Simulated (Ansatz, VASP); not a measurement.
**Two plane-wave programs on C**

```
C
1.0
     2.46498    0.00000    0.00000
    -1.23249    2.13474    0.00000
     0.00000    0.00000    6.74034
C
4
Direct
  0.00000 0.00000 0.25000
  0.00000 0.00000 0.75000
  0.33333 0.66667 0.25000
  0.66667 0.33333 0.75000
```

Alike in both runs: functional PBE; dispersion D3(BJ); k mesh 21 × 21 × 6; occupations fermi-dirac, width 0.15 eV; no spin polarisation.

Ansatz relaxed the structure, and its values are those at the end. VASP's run is a single point on that final structure, the one shown.

```csv
,VASP,Ansatz
version,VASP 6.6.1,Ansatz 0.2.0
potentials or method,"VASP PAW PBE potentials, release 64 (C)","scalar-relativistic, plane waves, PAW"
plane-wave cutoff (eV),520,420
valence electrons in the cell,16,16
```

|  | VASP | Ansatz | Ansatz less VASP |
| --- | --- | --- | --- |
| gap on the k mesh at the Fermi level (eV) | none | none | - |
| pressure (GPa) | 0.4 | 0.0 | -0.44 |

A gap of «none» marks a metal or a gap that the smearing closes.
